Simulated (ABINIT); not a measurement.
# BN (F-43m) in ABINIT: notebook

Aim: see how the results for BN move with the level of theory and the settings. Levels: revPBE, PW91, WC, TB-mBJ. Tasks: band structure.

Everything below comes from runs of ABINIT 10.8.3 (patched build). Logs are shortened: lines on timing, memory, paths and dates and some standing lists are left out, and cuts for length are marked. The log counts tension as positive stress, the text compression.

**What was measured.**

A printed reference work, monograph reports, for a bulk crystal of BN at 300 K: band gap 6.4 eV (indirect).

The results are compared with them further down.

### 1 Starting point

It takes space group F-43m (No. 216, cubic). Conventional cell: a = 3.626 Å, b = 3.626 Å, c = 3.626 Å, α = 90.00°, β = 90.00°, γ = 90.00°. Around N (site symmetry -43m) lie 4 B at 1.57 Å. B (site symmetry -43m) is surrounded by 4 N at 1.57 Å.

The cell is a database's computed one.

### 2 Band structure, revPBE

The input, run.abi:

```
ndtset 2

pp_dirpath "./"
pseudos "N.GGA_PBE-JTH.xml, B.GGA_PBE-JTH.xml"

acell 3*1.0
rprim
     0.0000000000     3.4260753537     3.4260753537
     3.4260753537     0.0000000000     3.4260753537
     3.4260753537     3.4260753537     0.0000000000
ntypat 2
znucl 7 5
natom 2
typat 1 2
xcart
     0.9065005000     0.9065005000     0.9065005000
     0.0000000000     0.0000000000     0.0000000000 Angstrom

ecut 843.552974 eV
pawecutdg 53.0
pawxcdev 0

ixc 14

occopt 3
tsmear 0.05 eV

nstep 100

iomode 3
prtwf 0
prteig 0
prtebands 0
enunit 1
prtden1 1

kptopt1 1
ngkpt1 13 13 13
nshiftk1 1
shiftk1 0.0 0.0 0.0
nband1 8
tolvrs1 1.0e-9

iscf2 -2
getden2 1
nband2 14
nbdbuf2 4
tolwfr2 1.0e-11
kptopt2 -9
ndivsm2 8
prteig2 1
kptbounds2
     0.0000000000     0.0000000000     0.0000000000
     0.5000000000     0.0000000000     0.5000000000
     0.5000000000     0.2500000000     0.7500000000
     0.3750000000     0.3750000000     0.7500000000
     0.0000000000     0.0000000000     0.0000000000
     0.5000000000     0.5000000000     0.5000000000
     0.6250000000     0.2500000000     0.6250000000
     0.5000000000     0.2500000000     0.7500000000
     0.5000000000     0.5000000000     0.5000000000
     0.3750000000     0.3750000000     0.7500000000
```

Potentials or basis: JTH PAW PBE v2.0.

Started as:

```bash
abinit run.abi > log 2>&1
```

run.abo:

```text
.Version 10.8.3 of ABINIT
 DATASET    1 : space group F-4 3 m (#216); Bravais cF (face-center cubic)
================================================================================
 Values of the parameters that define the memory need for DATASET  1.
     intxc =       0    ionmov =       0      iscf =      17    lmnmax =       8
     lnmax =       4     mgfft =      27  mpssoang =       2    mqgrid =    3001
     natom =       2  nloc_mem =       2    nspden =       1   nspinor =       1
    nsppol =       1      nsym =      24    n1xccc =       1    ntypat =       2
    occopt =       3   xclevel =       2
       mpw =         676          nfft =       19683          nkpt =          84
 PAW method is used; the additional fine FFT grid is defined by:
   mgfftf=        32    nfftf =     32768
================================================================================
================================================================================

 DATASET    2 : space group F-4 3 m (#216); Bravais cF (face-center cubic)
================================================================================
 Values of the parameters that define the memory need for DATASET  2.
     intxc =       0    ionmov =       0      iscf =      -2    lmnmax =       8
     lnmax =       4     mgfft =      27  mpssoang =       2    mqgrid =    3001
     natom =       2  nloc_mem =       2    nspden =       1   nspinor =       1
    nsppol =       1      nsym =      24    n1xccc =       1    ntypat =       2
    occopt =       3   xclevel =       2
       mpw =         684          nfft =       19683          nkpt =         139
 PAW method is used; the additional fine FFT grid is defined by:
   mgfftf=        32    nfftf =     32768
================================================================================
================================================================================

--------------------------------------------------------------------------------
------------- Echo of variables that govern the present computation ------------
--------------------------------------------------------------------------------
 -outvars: echo values of preprocessed input variables --------
            acell      1.0000000000E+00  1.0000000000E+00  1.0000000000E+00 Bohr
              amu      1.40067400E+01  1.08110000E+01
             ecut      3.10000000E+01 Hartree
           enunit           1
           getden1          0
           getden2          1
             iscf1         17
             iscf2         -2
                       outvar_i_n : Printing only first  50 k-points.
              ixc          14
           jdtset        1    2
                       outvar_i_n : Printing only first  50 k-points.
           kptopt1          1
           kptopt2         -9
         kptrlatt       13    0    0      0   13    0      0    0   13
          kptrlen1     6.29876290E+01
[... 1143 lines left out ...]
 Atom  Sphere_radius  Integrated_density
    1        1.20497          2.71577173
    2        1.70617          2.04354172

================================================================================

 ----iterations are completed or convergence reached----

 Mean square residual over all n,k,spin=   35.443E-13; max=  99.514E-13
 reduced coordinates (array xred) for    2 atoms
       0.250000000168      0.250000000168      0.250000000168
       0.000000000168      0.000000000168      0.000000000168

 cartesian coordinates (angstrom) at end:
    1      0.90650050000000     0.90650050000000     0.90650050000000
    2      0.00000000060774     0.00000000060774     0.00000000060774
 length scales=  1.000000000000  1.000000000000  1.000000000000 bohr
              =  0.529177210544  0.529177210544  0.529177210544 angstroms
 Eigenvalues (   eV  ) for nkpt= 139  k points:
 kpt#   1, nband= 14, wtk=  1.00000, kpt=  0.0000  0.0000  0.0000 (reduced coord)
 -11.54853    8.64300    8.64300    8.64300   17.44840   17.44840   17.44840   18.81566
  33.29443   36.27540   36.27540   36.94594   36.94594   36.94594
 kpt#   2, nband= 14, wtk=  1.00000, kpt=  0.0217  0.0000  0.0217 (reduced coord)
 -11.53328    8.59975    8.60252    8.60252   17.41862   17.50177   17.50177   18.86855
  33.27251   35.37056   36.29679   36.98652   36.98652   37.84779
 kpt#   3, nband= 14, wtk=  1.00000, kpt=  0.0435  0.0000  0.0435 (reduced coord)
 -11.48755    8.47232    8.48455    8.48455   17.33718   17.65840   17.65840   19.01605
  33.07883   34.40475   36.36097   37.10812   37.10812   38.91519
 kpt#   4, nband= 14, wtk=  1.00000, kpt=  0.0652  0.0000  0.0652 (reduced coord)
 -11.41149    8.26710    8.29830    8.29830   17.21877   17.90873   17.90873   19.23394
  32.33710   34.04751   36.46792   37.31034   37.31034   39.82326
 kpt#   5, nband= 14, wtk=  1.00000, kpt=  0.0870  0.0000  0.0870 (reduced coord)
 -11.30529    7.99330    8.05677    8.05677   17.07401   18.23964   18.23964   19.49663
  31.28154   34.09963   36.61765   37.59246   37.59246   40.53956
 kpt#   6, nband= 14, wtk=  1.00000, kpt=  0.1087  0.0000  0.1087 (reduced coord)
 -11.16928    7.66091    7.77365    7.77365   16.90826   18.63681   18.63681   19.77887
[... 386 lines left out ...]
  -6.39500   -0.48928    2.50815    5.21361   16.53778   22.57123   22.87682   24.02379
  27.62747   34.58604   35.26142   41.66860   47.43330   50.09013
 kpt# 136, nband= 14, wtk=  1.00000, kpt=  0.4018  0.4018  0.6964 (reduced coord)
  -6.24496   -0.19369    1.98397    5.03285   16.25353   22.54095   23.34328   24.27855
  27.33699   34.72225   35.26886   42.54968   47.83229   50.03453
 kpt# 137, nband= 14, wtk=  1.00000, kpt=  0.3929  0.3929  0.7143 (reduced coord)
  -6.11194    0.11606    1.51484    4.86836   15.99168   22.26123   23.76328   24.67117
  27.16421   34.95618   35.26503   43.25141   48.12253   50.09494
 kpt# 138, nband= 14, wtk=  1.00000, kpt=  0.3839  0.3839  0.7321 (reduced coord)
  -6.00925    0.41192    1.14452    4.72319   15.75349   21.87216   24.12295   25.03029
  27.13636   35.24970   35.29456   43.68765   48.26828   50.39760
 kpt# 139, nband= 14, wtk=  1.00000, kpt=  0.3750  0.3750  0.7500 (reduced coord)
  -5.95208    0.52891    1.05450    4.59986   15.53963   21.44428   24.41269   25.25132
  27.28034   35.22502   35.73795   43.84693   48.23876   50.86460

== END DATASET(S) ==============================================================
================================================================================

 -outvars: echo values of variables after computation  --------
            acell      1.0000000000E+00  1.0000000000E+00  1.0000000000E+00 Bohr
           etotal1    -1.2942858152E+01
            fcart1     3.9296351440E-29  3.9296351440E-29 -1.1788905432E-28
                      -3.9296351440E-29 -3.9296351440E-29  1.1788905432E-28
            rprim      0.0000000000E+00  3.4260753537E+00  3.4260753537E+00
                       3.4260753537E+00  0.0000000000E+00  3.4260753537E+00
                       3.4260753537E+00  3.4260753537E+00  0.0000000000E+00
           strten1    -1.2717166526E-04 -1.2717166526E-04 -1.2717166526E-04
                       0.0000000000E+00  0.0000000000E+00  0.0000000000E+00
           xangst      9.0650050000E-01  9.0650050000E-01  9.0650050000E-01
                       6.0774285567E-10  6.0774285567E-10  6.0774285567E-10
             xred      2.5000000017E-01  2.5000000017E-01  2.5000000017E-01
                       1.6760687283E-10  1.6760687283E-10  1.6760687283E-10
 Calculation completed.
```

Wall time 30 s (1 thread of Arm Neoverse V1, shared host); peak memory 0.11 GiB.

What came out:

| Property | Result |
| --- | --- |
| Free energy | -352.1931 eV |
| Pressure | 3.7 GPa |
| Band gap on the k mesh | 4.54 eV, indirect (least direct gap 8.81 eV) |
| Band gap along the path | 4.46 eV, indirect (least direct gap 8.81 eV) |
| Valence electrons inside the program's atomic spheres | N 2.72; B 2.04 |

Levels at the corners of the path, in eV from the valence-band top:
| point | band 1 | band 2 | band 3 | band 4 | band 5 | band 6 | band 7 | band 8 | band 9 |
| --- | --- | --- | --- | --- | --- | --- | --- | --- | --- |
| Γ | -20.19 | 0.00 | 0.00 | 0.00 | 8.81 | 8.81 | 8.81 | 10.17 | 24.65 |
| X | -14.67 | -8.89 | -4.86 | -4.86 | 4.46 | 9.17 | 17.86 | 17.86 | 20.71 |
| W | -14.37 | -7.59 | -6.89 | -6.44 | 9.59 | 13.23 | 14.51 | 14.52 | 19.26 |
| K | -14.60 | -8.11 | -7.59 | -4.04 | 6.90 | 12.80 | 15.77 | 16.61 | 18.64 |
| Γ | -20.19 | 0.00 | 0.00 | 0.00 | 8.81 | 8.81 | 8.81 | 10.17 | 24.65 |
| L | -16.03 | -10.62 | -1.92 | -1.92 | 10.00 | 10.68 | 10.68 | 15.23 | 23.43 |
| U | -14.60 | -8.11 | -7.59 | -4.04 | 6.90 | 12.80 | 15.77 | 16.61 | 18.64 |
| W | -14.37 | -7.59 | -6.89 | -6.44 | 9.59 | 13.23 | 14.51 | 14.52 | 19.26 |
| L | -16.03 | -10.62 | -1.92 | -1.92 | 10.00 | 10.68 | 10.68 | 15.23 | 23.43 |
| K | -14.60 | -8.11 | -7.59 | -4.04 | 6.90 | 12.80 | 15.77 | 16.61 | 18.64 |

Caveat: the PAW data sets were made with another functional, which shifts forces and pressure a little.

### 3 Band structure, PW91

Changes to run.abi since step 2:

```diff
@@ -22,3 +22,3 @@
 
-ixc 14
+ixc -109134
```

Potentials or basis: JTH PAW PBE v2.0.

Started as:

```bash
abinit run.abi > log 2>&1
```

Wall time 33 s (1 thread of Arm Neoverse V1, shared host); peak memory 0.11 GiB.

Results (log left out):

| Quantity | Value |
| --- | --- |
| Free energy | -353.9277 eV |
| Pressure | -1.4 GPa |
| Band gap on the k mesh | 4.57 eV, indirect (least direct gap 8.79 eV) |
| Band gap along the path | 4.50 eV, indirect (least direct gap 8.79 eV) |
| Valence electrons inside the program's atomic spheres | N 2.72; B 2.05 |

Levels at the corners of the path, in eV from the valence-band top:
```tsv
point	band 1	band 2	band 3	band 4	band 5	band 6	band 7	band 8
Γ	-20.10	0.00	0.00	0.00	8.79	8.79	8.79	10.22
X	-14.58	-8.84	-4.85	-4.85	4.50	9.21	17.77	17.77
W	-14.27	-7.53	-6.88	-6.42	9.59	13.22	14.46	14.51
K	-14.50	-8.06	-7.57	-4.03	6.92	12.80	15.71	16.55
Γ	-20.10	0.00	0.00	0.00	8.79	8.79	8.79	10.22
L	-15.93	-10.58	-1.92	-1.92	10.04	10.68	10.68	15.18
U	-14.50	-8.06	-7.57	-4.03	6.92	12.80	15.71	16.55
W	-14.27	-7.53	-6.88	-6.42	9.59	13.22	14.46	14.51
L	-15.93	-10.58	-1.92	-1.92	10.04	10.68	10.68	15.18
K	-14.50	-8.06	-7.57	-4.03	6.92	12.80	15.71	16.55
```

Caveat: the PAW data sets were made with another functional, which shifts forces and pressure a little.

### 4 Band structure, WC

Changes to run.abi since step 3:

```diff
@@ -22,3 +22,3 @@
 
-ixc -109134
+ixc 23
```

Potentials or basis: JTH PAW PBE v2.0.

Started as:

```bash
abinit run.abi > log 2>&1
```

run.abo:

```text
.Version 10.8.3 of ABINIT
 DATASET    1 : space group F-4 3 m (#216); Bravais cF (face-center cubic)
================================================================================
 Values of the parameters that define the memory need for DATASET  1.
     intxc =       0    ionmov =       0      iscf =      17    lmnmax =       8
     lnmax =       4     mgfft =      27  mpssoang =       2    mqgrid =    3001
     natom =       2  nloc_mem =       2    nspden =       1   nspinor =       1
    nsppol =       1      nsym =      24    n1xccc =       1    ntypat =       2
    occopt =       3   xclevel =       2
       mpw =         676          nfft =       19683          nkpt =          84
 PAW method is used; the additional fine FFT grid is defined by:
   mgfftf=        32    nfftf =     32768
================================================================================
================================================================================

 DATASET    2 : space group F-4 3 m (#216); Bravais cF (face-center cubic)
[... 1609 lines left out ...]
 kpt# 139, nband= 14, wtk=  1.00000, kpt=  0.3750  0.3750  0.7500 (reduced coord)
  -5.99160    0.37288    0.81880    4.41515   15.23323   21.16043   24.12732   24.96380
  26.86924   34.79517   35.44301   43.38531   48.03011   50.54930

== END DATASET(S) ==============================================================
================================================================================

 -outvars: echo values of variables after computation  --------
            acell      1.0000000000E+00  1.0000000000E+00  1.0000000000E+00 Bohr
           etotal1    -1.2962522398E+01
            fcart1    -1.9648175720E-29 -1.9648175720E-29  5.8944527159E-29
                       1.9648175720E-29  1.9648175720E-29 -5.8944527159E-29
            rprim      0.0000000000E+00  3.4260753537E+00  3.4260753537E+00
                       3.4260753537E+00  0.0000000000E+00  3.4260753537E+00
                       3.4260753537E+00  3.4260753537E+00  0.0000000000E+00
           strten1     2.1254176188E-04  2.1254176188E-04  2.1254176188E-04
                       0.0000000000E+00  0.0000000000E+00  0.0000000000E+00
           xangst      9.0650050000E-01  9.0650050000E-01  9.0650050000E-01
                       6.0774285567E-10  6.0774285567E-10  6.0774285567E-10
             xred      2.5000000017E-01  2.5000000017E-01  2.5000000017E-01
                       1.6760687283E-10  1.6760687283E-10  1.6760687283E-10
 Calculation completed.
```

Run time: 30 s. Hardware: 1 thread of Arm Neoverse V1, shared host; peak memory 0.11 GiB.

What came out:

```yaml
Free_energy: -352.7282 eV
Pressure: -6.3 GPa
Band_gap_on_the_k_mesh: 4.39 eV, indirect (least direct gap 8.73 eV)
Band_gap_along_the_path: 4.32 eV, indirect (least direct gap 8.73 eV)
Valence_electrons_inside_the_program's_atomic_spheres: N 2.71; B 2.04
```

Levels at the corners of the path, in eV from the valence-band top:
| point | band 2 | band 3 | band 4 | band 5 | band 6 | band 7 |
| --- | --- | --- | --- | --- | --- | --- |
| Γ | 0.00 | 0.00 | 0.00 | 8.73 | 8.73 | 8.73 |
| X | -8.89 | -4.88 | -4.88 | 4.32 | 9.06 | 17.72 |
| W | -7.55 | -6.95 | -6.50 | 9.43 | 13.16 | 14.30 |
| K | -8.10 | -7.65 | -4.06 | 6.76 | 12.69 | 15.66 |
| Γ | 0.00 | 0.00 | 0.00 | 8.73 | 8.73 | 8.73 |
| L | -10.67 | -1.93 | -1.93 | 9.97 | 10.60 | 10.60 |
| U | -8.10 | -7.65 | -4.06 | 6.76 | 12.69 | 15.66 |
| W | -7.55 | -6.95 | -6.50 | 9.43 | 13.16 | 14.30 |
| L | -10.67 | -1.93 | -1.93 | 9.97 | 10.60 | 10.60 |
| K | -8.10 | -7.65 | -4.06 | 6.76 | 12.69 | 15.66 |

Caveat: the PAW data sets were made with another functional, which shifts forces and pressure a little.

### 5 Band structure, TB-mBJ

Changes to run.abi since step 4:

```diff
@@ -20,5 +20,6 @@
 pawecutdg 53.0
+
+ixc -208012
+usekden 1
 pawxcdev 0
-
-ixc 23
 
@@ -28,2 +29,5 @@
 nstep 100
+diemix 0.3
+optforces 0
+optstress 0
 
@@ -35,2 +39,3 @@
 prtden1 1
+prtkden1 1
 
@@ -41,3 +46,3 @@
 nband1 8
-tolvrs1 1.0e-9
+tolvrs1 1.0e-7
 
@@ -45,2 +50,3 @@
 getden2 1
+getkden2 1
 nband2 14
```

Started as:

```bash
abinit run.abi > log 2>&1
```

Wall time 3.8 min (1 thread of Arm Neoverse V1, shared host); peak memory 0.12 GiB.

It converged, with:

```
Band gap on the k mesh                                : 5.96 eV, indirect (least direct gap 10.36 eV)
Band gap along the path                               : 5.89 eV, indirect (least direct gap 10.36 eV)
Valence electrons inside the program's atomic spheres : N 2.74; B 1.98
```

Levels at the corners of the path, in eV from the valence-band top:
```tsv
point	band 1	band 2	band 3	band 4	band 5	band 6	band 7	band 8	band 9
Γ	-20.48	0.00	0.00	0.00	10.36	10.36	10.36	11.41	26.45
X	-15.29	-8.69	-4.62	-4.62	5.89	10.26	20.17	20.17	22.75
W	-15.06	-7.49	-6.52	-5.96	10.93	14.98	15.87	15.95	21.38
K	-15.26	-7.95	-7.12	-3.82	8.25	14.05	17.75	18.74	20.17
Γ	-20.48	0.00	0.00	0.00	10.36	10.36	10.36	11.41	26.45
L	-16.60	-10.20	-1.81	-1.81	11.07	12.20	12.20	17.23	25.47
U	-15.26	-7.95	-7.12	-3.82	8.25	14.05	17.75	18.74	20.17
W	-15.06	-7.49	-6.52	-5.96	10.93	14.98	15.87	15.95	21.38
L	-16.60	-10.20	-1.81	-1.81	11.07	12.20	12.20	17.23	25.47
K	-15.26	-7.95	-7.12	-3.82	8.25	14.05	17.75	18.74	20.17
```

Caveat: the constant c of TB-mBJ comes from the pseudo density here, which moves gaps by up to 0.3 eV between sets of potentials; the PAW data sets were made with another functional, which shifts forces and pressure a little.

### 6 Summary

```tsv
level	gap on the mesh (eV)	pressure (GPa)
revPBE	4.54	3.7
PW91	4.57	-1.4
WC	4.39	-6.3
TB-mBJ	5.96	-
```

Alike in all rows: task band structure; potentials or basis JTH PAW PBE v2.0; no spin polarisation; cell as given; k mesh 13 × 13 × 13; cutoff (eV) 844; smearing fermi-dirac 0.05 eV.

On the cell as given the gap runs from 4.32 eV (WC) to 5.89 eV (TB-mBJ). The pressure there spans -6.3 GPa (WC) to 3.7 GPa (revPBE); a positive pressure means that this level wants a larger cell, a negative one a smaller.

Caveats: the PAW data sets were made with another functional, which shifts forces and pressure a little; the constant c of TB-mBJ comes from the pseudo density here, which moves gaps by up to 0.3 eV between sets of potentials (some runs).

Total energies depend on the potentials used, so only differences within one code and one set of settings carry meaning.

### 7 How close it comes

Step 2. Against the measured gap of BN, 6.4 eV (indirect; 300 K; a printed reference work, monograph), the calculated 4.46 eV is off by -1.94 eV. The value is that of revPBE, without temperature or zero-point motion. Semilocal functionals fall short of measured gaps as a rule. The cell is a database's relaxed one, not the measured one, which moves gaps too.

Step 3. Against the measured gap of BN, 6.4 eV (indirect; 300 K; a printed reference work, monograph), the calculated 4.50 eV is off by -1.90 eV. The value is that of PW91, without temperature or zero-point motion. Semilocal functionals fall short of measured gaps as a rule. The cell is a database's relaxed one, not the measured one, which moves gaps too.

Step 4. Measured gap of BN: 6.4 eV (indirect; 300 K; a printed reference work, monograph). This calculation gives 4.32 eV (-2.08 eV). The value is that of WC, without temperature or zero-point motion. Semilocal functionals fall short of measured gaps as a rule. The cell is a database's relaxed one, not the measured one, which moves gaps too.

Step 5. Against the measured gap of BN, 6.4 eV (indirect; 300 K; a printed reference work, monograph), the calculated 5.89 eV is off by -0.51 eV. The value is that of TB-mBJ, without temperature or zero-point motion. The cell is a database's relaxed one, not the measured one, which moves gaps too.
